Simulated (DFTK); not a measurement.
Write the native input for DFTK 0.8.2 that does the following.

```
Task                         : equation of state
Functional                   : PBEsol
Potentials or basis          : dojo.nc.sr.pbesol.v0_4_1.standard.upf (PBEsol)
Cutoff                       : 707 eV
k mesh                       : 11 × 11 × 11
Occupations                  : fermi-dirac, width 0.05 eV
Spin                         : no spin polarisation
Valence electrons            : Al 3
Volume scales                : [0.94, 0.96, 0.98, 1.0, 1.02, 1.04, 1.06]
SCF tolerance on the density : 1e-06
```

The system is Al.

```xyz
1
Lattice="0.0000 2.0248 2.0248 2.0248 0.0000 2.0248 2.0248 2.0248 0.0000" Properties=species:S:1:pos:R:3 pbc="T T T"
Al    0.0000    0.0000    0.0000
```

The input as run:

run.jl

```julia
using DFTK
using PseudoPotentialData
using Unitful, UnitfulAtomic
using LinearAlgebra, Printf
include("save.jl")
disable_threading()

# lattice vectors are the columns
lattice = austrip(1u"Å") * [           0.0       2.024805       2.024805;
                 2.024805            0.0       2.024805;
                 2.024805       2.024805            0.0]
symbols   = [:Al]
positions = [[0.0, 0.0, 0.0]]
pseudopotentials = PseudoFamily("dojo.nc.sr.pbesol.v0_4_1.standard.upf")
elements = Dict(s => ElementPsp(s, pseudopotentials) for s in unique(symbols))
atoms    = [elements[s] for s in symbols]

build_model(lattice, positions; symmetries=true) =
    model_DFT(lattice, atoms, positions;
              functionals=PBEsol(),
              temperature=austrip(0.05u"eV"),
              smearing=Smearing.FermiDirac(),
              symmetries)
Ecut  = 26.0  # hartree
kgrid = [11, 11, 11]
tol   = 1e-6
to_GPa = ustrip(uconvert(u"GPa", 1u"hartree/bohr^3"))

results["points"] = []
for scale in [0.94, 0.96, 0.98, 1.0, 1.02, 1.04, 1.06]
    println("\n=== scale = ", scale)
    model = build_model(cbrt(scale) * lattice, positions)
    basis = PlaneWaveBasis(model; Ecut, kgrid)
    t0 = time()
    scfres = self_consistent_field(basis;
                                   tol,
                                   nbandsalg=AdaptiveBands(model; n_bands_converge=6))
    seconds = time() - t0
    @printf "SCF: %d iterations, %.1f s\n" scfres.n_iter seconds
    forces = compute_forces_cart(scfres)
    stress = compute_stresses_cart(scfres)
    @printf "V = %.5f Å^3  F = %.8f Ha  max force = %.5f eV/Å  p = %.4f GPa\n" ustrip(auconvert(u"Å^3", model.unit_cell_volume)) scfres.energies.total ustrip(auconvert(u"eV/Å", maximum(norm, forces))) (-tr(stress) / 3 * to_GPa)
    push!(results["points"], save_scf!(scfres; forces, stress, d=Dict{String,Any}("seconds" => seconds, "n_matvec" => get(scfres, :n_matvec, 0))))
end

# third-order Birch-Murnaghan fit in x = V^(-2/3)
V = [0.94, 0.96, 0.98, 1.0, 1.02, 1.04, 1.06] * abs(det(lattice))
E = [p["total"] for p in results["points"]]
x = V .^ (-2 / 3)
c = [x .^ 0 x x .^ 2 x .^ 3] \ E
Δ = c[3]^2 - 3c[2] * c[4]
if Δ > 0
    x0 = (-c[3] + sqrt(Δ)) / 3c[4]
    B0 = 4 / 9 * x0^(7 / 2) * (2c[3] + 6c[4] * x0)
    @printf "V0 = %.4f Å^3  B0 = %.2f GPa\n" ustrip(auconvert(u"Å^3", x0^(-3 / 2))) B0 * to_GPa
end
```

Potentials or basis: dojo.nc.sr.pbesol.v0_4_1.standard.upf (PBEsol).

Launch:

```console
$ julia --threads=1 run.jl  # save.jl only writes the numbers to a file and isn't shown; printed stress counts tension as positive; times include loading and compiling
```

Results of the run:

The equilibrium volume is 16.18 Å³/atom. The bulk modulus is 84 GPa and the pressure derivative of the bulk modulus is 4.5.

Wall time 98 s on 1 thread of AMD EPYC 9R45 (Zen 5) (shared host), peak memory 1.4 GiB.
